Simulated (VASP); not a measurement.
Crystal: Sb.

```
Sb
1.0
     3.35453    0.00000    0.00000
    -1.67727    2.90511    0.00000
     0.00000    0.00000    5.47016
Sb
2
Direct
  0.66667 0.33333 0.75000
  0.33333 0.66667 0.25000
```

This isn't the form of Sb at room conditions, which is rhombohedral.

* Program: VASP 6.6.1
* Task: relaxation of cell and atoms
* Functional: r2SCAN50
* Potentials or basis: VASP PAW PBE potentials, release 64 (Sb)
* Cutoff: 600 eV
* k mesh: 5 × 5 × 3
* Occupations: gaussian, width 0.05 eV
* Spin: no spin polarisation

At the start: pressure -8.1 GPa; volume 26.65 Å³/atom.

How do energy, volume and symmetry change on relaxing?

Over 6 steps the energy falls by 92.3 meV/atom and the volume is 23.78 Å³/atom (-10.8 %); space group P6_3/mmc (No. 194, to 0.05 Å).

Step by step:
```tsv
step	energy change (eV)	largest force (eV/Å)	pressure (GPa)	volume (Å³)
1	0.0000	0.0000	-8.07	53.31
2	-0.0498	0.0000	10.24	43.57
3	-0.1844	0.0000	-0.11	47.63
4	-0.1845	0.0000	0.09	47.52
5	-0.1845	0.0000	-0.06	47.61
6	-0.1845	0.0000	0.01	47.57
```

Final structure:
```cif
data_structure
_symmetry_space_group_name_H-M 'P 1'
_symmetry_Int_Tables_number 1
_cell_length_a 3.1974
_cell_length_b 3.1974
_cell_length_c 5.3724
_cell_angle_alpha 90.000
_cell_angle_beta 90.000
_cell_angle_gamma 120.000
_cell_volume 47.57
loop_
_atom_site_label
_atom_site_type_symbol
_atom_site_fract_x
_atom_site_fract_y
_atom_site_fract_z
_atom_site_occupancy
Sb1 Sb 0.66667 0.33333 0.75000 1
Sb2 Sb 0.33333 0.66667 0.25000 1
```

Caveat: the k mesh is coarse (spacing up to 0.43 Å⁻¹), so the values aren't converged, least of all with exact exchange; the PAW data sets were made with another functional, which shifts forces and pressure a little.
